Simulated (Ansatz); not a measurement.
# InP (zincblende type): Wannier functions and tight-binding models, part 2 of 3

Where do the localised orbitals of InP (zincblende type) sit, how far are they spread, and how do the settings change that? Plan: PBE, anion s p, 6×6×6; PBE, anion s p, 4×4×4; PBE, anion p, 6×6×6; PBE, all s p, disentangled, 6×6×6; PBE, cation s and anion p, disentangled, 6×6×6; r2SCAN, anion s p, 6×6×6; r2SCAN, all s p, disentangled, 6×6×6; r2SCAN, anion p, 6×6×6; HSE06, anion s p, 6×6×6; HSE06, cation s and anion p, disentangled, 6×6×6 (level, trial orbitals, Wannier mesh).

Ansatz 0.2.0; plane waves, PAW; no spin-orbit coupling unless a run is so named. The steps go on from the part before.

## (5) PBE, all s p, disentangled, 6×6×6

File input.yaml:

```yaml
crystal:
  lattice:
    - [0.0, 2.953787637, 2.953787637]
    - [2.953787637, 0.0, 2.953787637]
    - [2.953787637, 2.953787637, 0.0]
  atoms:
    - { symbol: In, position: [0.0, 0.0, 0.0] }
    - { symbol: P, position: [0.25, 0.25, 0.25] }
kpoints:
  mp_grid: { grid: [6, 6, 6] }
  band_path:
    path:
      - [[0.0, 0.0, 0.0], [-0.5, -0.5, -1.58702752069e-33], [-0.375, -0.375, 0.25]]
      - [[-0.375, 1.690291113182e-17, 0.375], [0.0, 0.0, 0.0], [-9.420550808186e-17, 1.181298130025e-17, 0.5], [-0.5, -0.25, 0.25], [-0.5, -0.5, -1.58702752069e-33]]
    npoints: 10
hamiltonian:
  xc: pbe
scf:
  occupations: { method: fixed }
  n_extra_bands: 8
output:
  forces: false
  stress: false
  eigenvalues: true
  wannier:
    kmesh: [6, 6, 6]
    projections:
      - { species: P, l: s, shell: 3 }
      - { species: P, l: p, shell: 3 }
      - { species: In, l: s, shell: 5 }
      - { species: In, l: p, shell: 5 }
    minimise: true
    write_hr: true
    conv_tol: 1.0e-08
    max_iter: 3000
    disentanglement: { window: [-19.3, 23.29], frozen_window: [-1.3, 8.79] }
```

Launch:

```console
$ ansatz run input.yaml --threads 4 --pin off --max-ram 3686MiB --backend cpu --events-out ev --progress --plain --runs-dir out
```

The program printed:

```text
Warning: RAYON_NUM_THREADS=4 ignored (pool sized by the plan → 4); use --threads N
scf.n_extra_bands = 8 over 9 filled bands (N_el = 18.0): the run solves 17 bands
Engine: ansatz 0.2.0, aarch64-unknown-linux-gnu
Pseudopotentials: kind: paw
Pseudopotential: In, paw, valence charge 13, recommended cutoff 420 eV (normal), In.paw.azcp
Pseudopotential: P, paw, valence charge 5, recommended cutoff 420 eV (normal), P.paw.azcp
Functional definition: PBE
  parameter kappa = 0.804
  parameter beta = 0.06672455060314922
  exchange = pbe_x(kappa = kappa, mu = beta*pi^2/3)
  correlation = pbe_c(beta = beta)
Crystal: 2 atoms, lattice volume = 51.543 Å³
Basis set: ecut = 420 eV, 965 PW (Γ)
Bands: 17, of which v1, the nominal top of the filled ones, is band 9 counted from 1 (8 counted from 0)
Symmetry: 24 space group operations
Space group: F-43m (ITA 216), of the structure as read, at distance tolerance 3.7e-5 Å
k-points: 16 of 216 (time reversal used)
Non-local potential: In, projectors of the file, l = 0: 2, l = 1: 2, l = 2: 2, l = 3: 2
Non-local potential: P, projectors of the file, l = 0: 2, l = 1: 2, l = 2: 2
PAW form: soft (Blöchl's): semilocal exchange-correlation on the pseudo side does not see the compensation charge
PAW one-centre angular grid: In, 590 points (default); XC on 64 Gauss nodes
PAW one-centre angular grid: P, 110 points (default); XC on 64 Gauss nodes
Initial density: superposition of atomic densities (neutral atoms: chi_scale 0, normalization atom), corrected by the library's trained network
Initial wavefunctions: pseudopotential atomic-orbital guess
Functional: x = pbe(κ = 0.804, μ = 0.2195149727645171), c = pbe(β = 0.06672455060314922)
SCF iter   1: F=—  HF=-6353.990800 eV  |F-HF|=—  |Δ(HF+E_count)|=         —  Δρ=1.80e-3  dr2=3.37e-3  ethr=1.77e-3  ⟨swp⟩=5.0  Hψ=1289  notcnv=0  defer=90
preconditioner: auto → none  [insulator: Δε(μ)=0.571 eV  Ē_g=17.559 eV  n_scr=14 (ndim 8)  ℏωp=21.9 eV  f_vac=0.023  ε∞_Penn≈2.6]
SCF iter   2: F=—  HF=-6353.989224 eV  |F-HF|=—  |Δ(HF+E_count)|=   1.58e-3  Δρ=1.24e-3  dr2=7.84e-4  ethr=1.87e-5  ⟨swp⟩=3.0  Hψ=605  notcnv=0  defer=96
SCF iter   3: F=—  HF=-6353.988987 eV  |F-HF|=—  |Δ(HF+E_count)|=   2.37e-4  Δρ=3.96e-4  dr2=7.77e-5  ethr=4.36e-6  ⟨swp⟩=2.1  Hψ=399  notcnv=0  defer=92
SCF iter   4: F=—  HF=-6353.989031 eV  |F-HF|=—  |Δ(HF+E_count)|=   4.44e-5  Δρ=1.72e-4  dr2=1.12e-5  ethr=4.31e-7  ⟨swp⟩=2.0  Hψ=396  notcnv=0  defer=92
SCF iter   5: F=—  HF=-6353.989028 eV  |F-HF|=—  |Δ(HF+E_count)|=   3.27e-6  Δρ=2.80e-5  dr2=8.28e-7  ethr=6.20e-8  ⟨swp⟩=2.0  Hψ=366  notcnv=0  defer=93
SCF iter   6: F=-6353.989029 eV  HF=-6353.989029 eV  |F-HF|=2.94e-10  |Δ(HF+E_count)|=   5.33e-7  Δρ=8.16e-6  dr2=3.16e-8  ethr=5.56e-10  ⟨swp⟩=8.4  Hψ=1806  notcnv=0
SCF 1 converged in 6 iterations: F = -6353.989029 eV  dr2 = 3.16e-8
NSCF: frozen V_eff on 62 k-points
NSCF: frozen V_eff on 19 k-points
the Wannier pass solved 19 of the 216 points of its mesh, and has the states at the others by symmetry: states obtained by the crystal's operations at points that were solved too leave a residual of 1.83e-13 eV (read by the count's bands and the next), within 6.67e-6 eV
NSCF: frozen V_eff on 19 k-points
the Wannier pass solved 19 of the 216 points of its mesh, and has the states at the others by symmetry: states obtained by the crystal's operations at points that were solved too leave a residual of 3.33e-13 eV (read by the count's bands and the next), within 6.67e-6 eV
SCF converged after 6 iterations
Free energy (F): -6353.989029 eV
Harris-Foulkes:  -6353.989029 eV  (|F-HF|=2.94e-10)
Internal energy: -6353.989029 eV  (E = F + TS)
E sigma→0 (E₀):  -6353.989029 eV
Fermi energy:    6.704660 eV
--- Per-component energies (eV) ---
  E_band       = -56.419647
  E_kinetic    = 313.072967
  E_local      = -1412.628317  (includes V_loc(G=0)·N_el)
  E_nonlocal   = 401.403334
  E_hartree    = 556.830188
  E_xc         = -276.362678
  E_vxc        = -159.553204  (∫ρ·V_xc dr)
  E_paw        = -4725.220320  (= ΣΔE_a)
  E_vpaw       = -312.369426  (= ΣTr[D̂ρ^β])
  E_aug_tail   = 0.000029  (compensation charges beyond the density's cutoff)
  E_ewald      = -1211.084232
  E_smearing   = -0.000000  (= −TS)
  E_closure    = -0.000000  (closes the sum)
  Σ components = -6353.989029   (vs F -6353.989029, Δ=0.00e0)
--- Band table (eV; the first three rows and the last of 16) ---
  k-point 0: bands = ["-7.4442", "-7.4442", "-7.4442", "-7.3039", "-7.3039", "-4.6528", "6.7047", "6.7047", "6.7047", "7.2882", "10.7894", "10.7894", "10.7894", "15.1782", "16.0757", "16.0757", "17.8409"]
  k-point 1: bands = ["-7.4729", "-7.4327", "-7.4327", "-7.3034", "-7.3034", "-4.3515", "4.5341", "6.4120", "6.4120", "8.4216", "11.1599", "11.2159", "11.2159", "15.2796", "15.2796", "16.1097", "17.5262"]
  k-point 2: bands = ["-7.5266", "-7.4145", "-7.4145", "-7.2975", "-7.2975", "-3.5763", "2.2196", "5.9558", "5.9558", "8.2995", "11.5567", "11.5567", "12.8967", "15.5446", "15.7414", "15.7414", "20.3503"]
  k-point 15: bands = ["-7.5922", "-7.3776", "-7.3550", "-7.3296", "-7.2837", "-2.3248", "1.1600", "3.9917", "4.0213", "9.9927", "10.2788", "13.4228", "13.7245", "16.6429", "17.8094", "18.4996", "18.6007"]
Wannier search: line search 1 of at most 3000: gauge-dependent spread (as the search counts it) 6.0260246 Å², largest recent change 1.8e0 Å² and fall left 6.5e-3 Å² against conv_tol 1.0e-8 Å², 0 stops escaped
```

It took 3.8 s on 4 threads of Arm Neoverse V1, shared host; peak memory 0.4 GiB.

wannier.win, as written (k points left out):

```
! ansatz wannier90 interface
! projections by site (counted from 0) and shell: 1 3S, 1 3P, 0 5S, 0 5P
! states of the run's bands (counted from 1): 6-22
num_bands = 17
num_wann  = 8
num_iter  = 2000
conv_tol = 1e-8
conv_window = 5
dis_win_min = -19.3
dis_win_max = 23.29
dis_froz_min = -1.3
dis_froz_max = 8.79
dis_num_iter = 10000
guiding_centres = true
write_hr = true

begin unit_cell_cart
Ang
  0.0  2.953787637  2.953787637
  2.953787637  0.0  2.953787637
  2.953787637  2.953787637  0.0
end unit_cell_cart

begin atoms_frac
In  0.0  0.0  0.0
P  0.25  0.25  0.25
end atoms_frac

mp_grid = 6 6 6
```

The windows are typed on the program's own energy scale, on which the last band filled by count tops at 6.70 eV.

The head of wannier.spreads.toml:

```toml
omega_i_ang2 = 11.399922150282691
omega_d_ang2 = 0.025606939279328028
omega_od_ang2 = 1.7493475191742416
omega_total_ang2 = 13.17487660873626
least_projectability = 0.8722227547431836
b_vectors_match_mmn = true
n_iter = 25
converged = true
rejected_fitted_steps = 0
dis_converged = true
dis_n_iter = 282
dis_n_moved = 0
dis_level_miss = 0.010025452206344435
```

The functions (centres in Å, on-site energies from the top of the filled bands):

| n | x | y | z | spread (Å²) | on-site (eV) | nearest atoms | distance (Å) |
| --- | --- | --- | --- | --- | --- | --- | --- |
| 1 | 1.125 | 1.125 | 1.829 | 1.297 | -1.075 | P2 | 0.61 |
| 2 | 1.829 | 1.829 | 1.829 | 1.297 | -1.075 | P2 | 0.61 |
| 3 | 1.829 | 1.125 | 1.125 | 1.297 | -1.075 | P2 | 0.61 |
| 4 | 1.125 | 1.829 | 1.125 | 1.297 | -1.075 | P2 | 0.61 |
| 5 | 0.504 | 0.504 | -0.504 | 1.997 | 2.099 | In1 | 0.87 |
| 6 | -0.504 | -0.504 | -0.504 | 1.997 | 2.099 | In1 | 0.87 |
| 7 | -0.504 | 0.504 | 0.504 | 1.997 | 2.099 | In1 | 0.87 |
| 8 | 0.504 | -0.504 | 0.504 | 1.997 | 2.099 | In1 | 0.87 |

The largest hoppings ⟨m, 0|H|n, R⟩, one of each Hermitian pair (moduli):

| m | n | R | distance (Å) | |t| (eV) |
| --- | --- | --- | --- | --- |
| 2 | 3 | 0 0 0 | 1.00 | 2.219 |
| 1 | 3 | 0 0 0 | 1.00 | 2.219 |
| 1 | 2 | 0 0 0 | 1.00 | 2.219 |
| 3 | 4 | 0 0 0 | 1.00 | 2.219 |
| 2 | 4 | 0 0 0 | 1.00 | 2.219 |
| 1 | 4 | 0 0 0 | 1.00 | 2.219 |
| 5 | 8 | 0 0 0 | 1.43 | 1.702 |
| 6 | 8 | 0 0 0 | 1.43 | 1.702 |

Interpolated bands at the corners of the path, eV from the top of the filled bands:

| point | e1 | e2 | e3 | e4 | e5 | e6 | e7 | e8 |
| --- | --- | --- | --- | --- | --- | --- | --- | --- |
| Γ | -11.29 | 0.00 | 0.00 | 0.00 | 0.58 | 4.19 | 4.19 | 4.19 |
| X | -9.08 | -5.65 | -2.24 | -2.24 | 1.80 | 2.55 | 9.46 | 9.46 |
| U | -9.09 | -5.51 | -3.18 | -1.88 | 2.67 | 5.03 | 8.28 | 8.60 |
| K | -9.09 | -5.51 | -3.18 | -1.88 | 2.67 | 5.03 | 8.28 | 8.60 |
| Γ | -11.29 | 0.00 | 0.00 | 0.00 | 0.58 | 4.19 | 4.19 | 4.19 |
| L | -9.70 | -5.61 | -0.94 | -0.94 | 1.44 | 6.06 | 6.06 | 7.94 |
| W | -9.00 | -5.49 | -2.78 | -2.76 | 4.66 | 5.73 | 6.18 | 9.48 |
| X | -9.08 | -5.65 | -2.24 | -2.24 | 1.80 | 2.55 | 9.46 | 9.46 |

Along the path each interpolated band stays within 0.07, 0.02, 0.05, 0.05, 0.57, 1.06, 0.99, 1.21 eV of the nearest computed level, from the lowest band up; bands outside the frozen window needn't match, and between the mesh's points a coarse mesh lets the others stray too.

Misses of an eV or more mean that the model does not follow those bands.

## (6) PBE, cation s and anion p, disentangled, 6×6×6

input.yaml, as its differences from that of step 5:

```diff
@@ -19,3 +19,3 @@
   occupations: { method: fixed }
-  n_extra_bands: 8
+  n_extra_bands: 6
 output:
@@ -26,7 +26,3 @@
     kmesh: [6, 6, 6]
-    projections:
-      - { species: P, l: s, shell: 3 }
-      - { species: P, l: p, shell: 3 }
-      - { species: In, l: s, shell: 5 }
-      - { species: In, l: p, shell: 5 }
+    projections: [{ species: In, l: s, shell: 5 }, { species: P, l: p, shell: 3 }]
     minimise: true
@@ -35,2 +31,2 @@
     max_iter: 3000
-    disentanglement: { window: [-19.3, 23.29], frozen_window: [-1.3, 8.79] }
+    disentanglement: { window: [-3.3, 19.29], frozen_window: [-0.3, 8.09] }
```

Launch:

```console
$ ansatz run input.yaml --threads 4 --pin off --max-ram 3686MiB --backend cpu --events-out ev --progress --plain --runs-dir out
```

The program printed:

```text
Warning: RAYON_NUM_THREADS=4 ignored (pool sized by the plan → 4); use --threads N
scf.n_extra_bands = 6 over 9 filled bands (N_el = 18.0): the run solves 15 bands
[... 9 set-up lines as earlier in the session ...]
Crystal: 2 atoms, lattice volume = 51.543 Å³
Basis set: ecut = 420 eV, 965 PW (Γ)
Bands: 15, of which v1, the nominal top of the filled ones, is band 9 counted from 1 (8 counted from 0)
[... 2 set-up lines as earlier in the session ...]
k-points: 16 of 216 (time reversal used)
[... 8 set-up lines as earlier in the session ...]
SCF iter   1: F=—  HF=-6353.990915 eV  |F-HF|=—  |Δ(HF+E_count)|=         —  Δρ=1.77e-3  dr2=3.31e-3  ethr=1.77e-3  ⟨swp⟩=5.1  Hψ=1195  notcnv=0  defer=60
preconditioner: auto → none  [insulator: Δε(μ)=0.571 eV  Ē_g=16.186 eV  n_scr=14 (ndim 8)  ℏωp=21.9 eV  f_vac=0.023  ε∞_Penn≈2.8]
SCF iter   2: F=—  HF=-6353.989181 eV  |F-HF|=—  |Δ(HF+E_count)|=   1.73e-3  Δρ=1.17e-3  dr2=6.98e-4  ethr=1.84e-5  ⟨swp⟩=3.0  Hψ=576  notcnv=0  defer=63
SCF iter   3: F=—  HF=-6353.988981 eV  |F-HF|=—  |Δ(HF+E_count)|=   2.00e-4  Δρ=3.65e-4  dr2=6.71e-5  ethr=3.88e-6  ⟨swp⟩=2.0  Hψ=392  notcnv=0  defer=60
SCF iter   4: F=—  HF=-6353.989030 eV  |F-HF|=—  |Δ(HF+E_count)|=   4.83e-5  Δρ=1.48e-4  dr2=8.29e-6  ethr=3.73e-7  ⟨swp⟩=2.0  Hψ=392  notcnv=0  defer=59
SCF iter   5: F=—  HF=-6353.989028 eV  |F-HF|=—  |Δ(HF+E_count)|=   1.34e-6  Δρ=3.63e-5  dr2=1.01e-6  ethr=4.61e-8  ⟨swp⟩=2.0  Hψ=359  notcnv=0  defer=58
SCF iter   6: F=-6353.989029 eV  HF=-6353.989029 eV  |F-HF|=1.67e-8  |Δ(HF+E_count)|=   3.18e-7  Δρ=4.58e-6  dr2=2.15e-8  ethr=5.56e-10  ⟨swp⟩=7.4  Hψ=1539  notcnv=0
SCF 1 converged in 6 iterations: F = -6353.989029 eV  dr2 = 2.15e-8
NSCF: frozen V_eff on 62 k-points
NSCF: frozen V_eff on 19 k-points
the Wannier pass solved 19 of the 216 points of its mesh, and has the states at the others by symmetry: states obtained by the crystal's operations at points that were solved too leave a residual of 2.55e-13 eV (read by the count's bands and the next), within 6.67e-6 eV
NSCF: frozen V_eff on 19 k-points
the Wannier pass solved 19 of the 216 points of its mesh, and has the states at the others by symmetry: states obtained by the crystal's operations at points that were solved too leave a residual of 1.52e-13 eV (read by the count's bands and the next), within 6.67e-6 eV
NSCF: frozen V_eff on 19 k-points
the Wannier pass solved 19 of the 216 points of its mesh, and has the states at the others by symmetry: states obtained by the crystal's operations at points that were solved too leave a residual of 2.59e-13 eV (read by the count's bands and the next), within 6.67e-6 eV
SCF converged after 6 iterations
Free energy (F): -6353.989029 eV
Harris-Foulkes:  -6353.989029 eV  (|F-HF|=1.67e-8)
Internal energy: -6353.989029 eV  (E = F + TS)
E sigma→0 (E₀):  -6353.989029 eV
Fermi energy:    6.704725 eV
--- Per-component energies (eV) ---
  E_band       = -56.416952
  E_kinetic    = 313.073218
  E_local      = -1412.624536  (includes V_loc(G=0)·N_el)
  E_nonlocal   = 401.401049
  E_hartree    = 556.827536
  E_xc         = -276.362838
  E_vxc        = -159.553430  (∫ρ·V_xc dr)
  E_paw        = -4725.219254  (= ΣΔE_a)
  E_vpaw       = -312.368620  (= ΣTr[D̂ρ^β])
  E_aug_tail   = 0.000029  (compensation charges beyond the density's cutoff)
  E_ewald      = -1211.084232
  E_smearing   = -0.000000  (= −TS)
  E_closure    = -0.000000  (closes the sum)
  Σ components = -6353.989029   (vs F -6353.989029, Δ=0.00e0)
--- Band table (eV; the first three rows and the last of 16) ---
  k-point 0: bands = ["-7.4440", "-7.4440", "-7.4440", "-7.3036", "-7.3036", "-4.6528", "6.7047", "6.7047", "6.7047", "7.2883", "10.7895", "10.7895", "10.7895", "15.1783", "16.0758"]
  k-point 1: bands = ["-7.4727", "-7.4325", "-7.4325", "-7.3032", "-7.3032", "-4.3514", "4.5342", "6.4121", "6.4121", "8.4217", "11.1599", "11.2160", "11.2160", "15.2796", "15.2796"]
  k-point 2: bands = ["-7.5264", "-7.4142", "-7.4142", "-7.2972", "-7.2972", "-3.5762", "2.2196", "5.9559", "5.9559", "8.2996", "11.5567", "11.5567", "12.8968", "15.5446", "15.7414"]
  k-point 15: bands = ["-7.5920", "-7.3774", "-7.3548", "-7.3294", "-7.2835", "-2.3248", "1.1600", "3.9917", "4.0213", "9.9927", "10.2789", "13.4228", "13.7246", "16.6429", "17.8095"]
Wannier search: line search 1 of at most 3000: gauge-dependent spread (as the search counts it) 0.7818984 Å², largest recent change 1.1e-1 Å² and fall left 6.3e-5 Å² against conv_tol 1.0e-8 Å², 0 stops escaped
```

Wall time 3.4 s (4 threads of Arm Neoverse V1, shared host); peak memory 0.41 GiB.

wannier.win, as written (k points left out):

```
! ansatz wannier90 interface
! projections by site (counted from 0) and shell: 0 5S, 1 3P
! states of the run's bands (counted from 1): 1-19
num_bands = 19
num_wann  = 4
num_iter  = 2000
conv_tol = 1e-8
conv_window = 5
dis_win_min = -3.3
dis_win_max = 19.29
dis_froz_min = -0.3
dis_froz_max = 8.09
dis_num_iter = 10000
guiding_centres = true
write_hr = true

begin unit_cell_cart
Ang
  0.0  2.953787637  2.953787637
  2.953787637  0.0  2.953787637
  2.953787637  2.953787637  0.0
end unit_cell_cart

begin atoms_frac
In  0.0  0.0  0.0
P  0.25  0.25  0.25
end atoms_frac

mp_grid = 6 6 6
```

The windows are typed on the program's own energy scale, on which the last band filled by count tops at 6.70 eV.

The head of wannier.spreads.toml:

```toml
omega_i_ang2 = 11.213200952900351
omega_d_ang2 = 0.08228886881923353
omega_od_ang2 = 0.5925295654015463
omega_total_ang2 = 11.888019387121131
least_projectability = 0.24030046892306622
b_vectors_match_mmn = true
n_iter = 34
converged = true
rejected_fitted_steps = 0
dis_converged = true
dis_n_iter = 70
dis_n_moved = 0
dis_level_miss = 0.004576333643296994
```

The functions (centres in Å, on-site energies from the top of the filled bands):

| n | x | y | z | spread (Å²) | on-site (eV) | nearest atoms | distance (Å) |
| --- | --- | --- | --- | --- | --- | --- | --- |
| 1 | 0.000 | 0.000 | 0.000 | 3.247 | 0.233 | In1 | 0.00 |
| 2 | 1.536 | 1.593 | 1.417 | 2.881 | -1.772 | P2 | 0.14 |
| 3 | 1.360 | 1.417 | 1.417 | 2.881 | -1.772 | P2 | 0.14 |
| 4 | 1.536 | 1.417 | 1.593 | 2.881 | -1.772 | P2 | 0.14 |

The largest hoppings ⟨m, 0|H|n, R⟩, one of each Hermitian pair (moduli):

| m | n | R | distance (Å) | |t| (eV) |
| --- | --- | --- | --- | --- |
| 1 | 3 | 0 0 0 | 2.42 | 1.843 |
| 4 | 1 | 0 1 0 | 2.42 | 1.843 |
| 2 | 1 | 0 0 1 | 2.42 | 1.843 |
| 2 | 1 | 1 0 0 | 2.56 | 1.110 |
| 4 | 1 | 1 0 0 | 2.56 | 1.110 |
| 3 | 1 | 1 0 0 | 2.56 | 1.110 |
| 4 | 1 | 0 0 1 | 2.63 | 0.369 |
| 3 | 1 | 0 1 0 | 2.63 | 0.369 |
| 1 | 2 | 0 0 0 | 2.63 | 0.369 |
| 3 | 1 | 0 0 1 | 2.63 | 0.369 |
| 1 | 4 | 0 0 0 | 2.63 | 0.369 |
| 2 | 1 | 0 1 0 | 2.63 | 0.369 |
| 2 | 2 | 1 0 -1 | 4.18 | 0.318 |
| 4 | 4 | 1 -1 0 | 4.18 | 0.318 |

Interpolated bands at the corners of the path, eV from the top of the filled bands:

| point | e1 | e2 | e3 | e4 |
| --- | --- | --- | --- | --- |
| Γ | 0.00 | 0.00 | 0.00 | 0.58 |
| X | -5.65 | -2.24 | -2.24 | 2.90 |
| U | -5.51 | -3.20 | -1.86 | 3.59 |
| K | -5.50 | -3.20 | -1.86 | 3.58 |
| Γ | 0.00 | 0.00 | 0.00 | 0.58 |
| L | -5.61 | -0.94 | -0.94 | 1.45 |
| W | -5.52 | -2.87 | -2.80 | 4.61 |
| X | -5.65 | -2.24 | -2.24 | 2.90 |

Along the path each interpolated band stays within 0.01, 0.03, 0.01, 1.05 eV of the nearest computed level, from the lowest band up; bands outside the frozen window needn't match, and between the mesh's points a coarse mesh lets the others stray too.

Misses of an eV or more mean that the model does not follow those bands.

The least projectability is 0.24: some state is hardly reached by the trial orbitals.

## (7) r2SCAN, anion s p, 6×6×6

input.yaml, as its differences from that of step 6:

```diff
@@ -16,3 +16,3 @@
 hamiltonian:
-  xc: pbe
+  xc: r2scan
 scf:
@@ -26,3 +26,3 @@
     kmesh: [6, 6, 6]
-    projections: [{ species: In, l: s, shell: 5 }, { species: P, l: p, shell: 3 }]
+    projections: [{ species: P, l: s, shell: 3 }, { species: P, l: p, shell: 3 }]
     minimise: true
@@ -31,2 +31 @@
     max_iter: 3000
-    disentanglement: { window: [-3.3, 19.29], frozen_window: [-0.3, 8.09] }
```

Launch:

```console
$ ansatz run input.yaml --threads 4 --pin off --max-ram 3686MiB --backend cpu --events-out ev --progress --plain --runs-dir out
```

The program printed, shortened:

```text
Warning: RAYON_NUM_THREADS=4 ignored (pool sized by the plan → 4); use --threads N
scf.n_extra_bands = 6 over 9 filled bands (N_el = 18.0): the run solves 15 bands
[...]
[... 1 set-up line as earlier in the session ...]
Pseudopotential: In, paw, valence charge 13, recommended cutoff 500 eV (meta_gga), In.paw.azcp
Pseudopotential: P, paw, valence charge 5, recommended cutoff 500 eV (meta_gga), P.paw.azcp
Functional definition: r2SCAN
[...]
Crystal: 2 atoms, lattice volume = 51.543 Å³
[...]
Free energy (F): -6371.729055 eV
[...]
E sigma→0 (E₀):  -6371.729055 eV
Fermi energy:    6.523764 eV
[...]
--- Band table (eV; the first three rows and the last of 16) ---
  k-point 0: bands = ["-8.1442", "-8.1442", "-8.1442", "-7.9886", "-7.9886", "-5.3103", "6.5238", "6.5238", "6.5238", "7.5486", "10.9468", "10.9468", "10.9468", "15.5290", "16.3540"]
[...]
Wannier search: line search 1 of at most 3000: gauge-dependent spread (as the search counts it) 3.6606854 Å², largest recent change 2.9e-1 Å² and fall left 1.1e-3 Å² against conv_tol 1.0e-8 Å², 0 stops escaped
```

Run time: 3.2 s. Hardware: 4 threads of Arm Neoverse V1, shared host; peak memory 0.42 GiB.

wannier.win names the bands that the functions span: 6-9 (counted from 1; 9 are filled).

The head of wannier.spreads.toml:

```toml
omega_i_ang2 = 7.779514075700391
omega_d_ang2 = 0.012604904370910433
omega_od_ang2 = 0.6391252468508211
omega_total_ang2 = 8.431244226922121
least_projectability = 0.7726462572667504
b_vectors_match_mmn = true
n_iter = 24
converged = true
rejected_fitted_steps = 1
```

The functions (centres in Å, on-site energies from the top of the filled bands):

| n | x | y | z | spread (Å²) | on-site (eV) | nearest atoms | distance (Å) |
| --- | --- | --- | --- | --- | --- | --- | --- |
| 1 | 0.953 | 2.000 | 2.000 | 2.108 | -4.674 | P2 | 0.91 |
| 2 | 2.000 | 0.953 | 2.000 | 2.108 | -4.674 | P2 | 0.91 |
| 3 | 0.953 | 0.953 | 0.953 | 2.108 | -4.674 | P2 | 0.91 |
| 4 | 2.000 | 2.000 | 0.953 | 2.108 | -4.674 | P2 | 0.91 |

Along the path each interpolated band stays within 0.01, 0.19, 0.05, 0.02 eV of the nearest computed level, from the lowest band up.

(Part 2 of 3 ends here.)
